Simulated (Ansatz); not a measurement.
In doubt: masses and optical values from hybrid runs of this build are listed as unsure (in some of the runs), which bears on the screening that GW takes from such a start.

BN (Qingsongite), computed twice by G0W0.

```cif
data_structure
_symmetry_space_group_name_H-M 'P 1'
_symmetry_Int_Tables_number 1
_cell_length_a 2.5562
_cell_length_b 2.5562
_cell_length_c 2.5562
_cell_angle_alpha 60.000
_cell_angle_beta 60.000
_cell_angle_gamma 60.000
_cell_volume 11.81
loop_
_atom_site_label
_atom_site_type_symbol
_atom_site_fract_x
_atom_site_fract_y
_atom_site_fract_z
_atom_site_occupancy
B1 B 0.00000 0.00000 0.00000 1
N2 N 0.25000 0.25000 0.25000 1
```

The cell and positions come from the Crystallography Open Database and are kept as given unless a step says otherwise.

The first (Ansatz 0.2.0; start PBE, 8×8×8 mesh, 35 empty bands, screening to 120 eV, hard PAW files; 1 × NVIDIA H100 80GB HBM3 (shared by 6 runs) with 3 threads of AMD EPYC 7R13 (Zen 3), shared host) gave, on its mesh: starting gap 4.47 eV, G0W0 gap 5.90 eV, RPA ε∞ (mean) 4.47, 24 s.

The second gave: starting gap 6.55 eV, G0W0 gap 6.54 eV, RPA ε∞ (mean) 3.78, 31 s.

**Question.** What was changed in the input? Choose among start, files, mesh, bands and cutoff, frequency model or another key.

Changed: start from PBE to PBE0 and files from hard PAW to PAW set soft_1. A jump of this size in the start, with ε∞ moving the other way, marks another functional. Other changes could give like numbers; this is the one that was made.

Limits: not at the basis limit.

[Paths, hosts, dates, memory and timing lines, banners, echoed tables and standing remarks are left out of the program output.]

[Logs are printed without paths, hosts, clocks, repeated set-up lines and the standing remarks that a program may print on its own settings, such as how far it seeks lower states.]

[Runs of the session that timed out or met a known fault of the program may be left out.]

[Cells called generated may have been cut or substituted from an entry of the Crystallography Open Database or the Materials Project.]

[Hosts, paths, dates, database ids (printed as entryN), source tags and the programs' standing remarks are cut or masked in the printed files.]
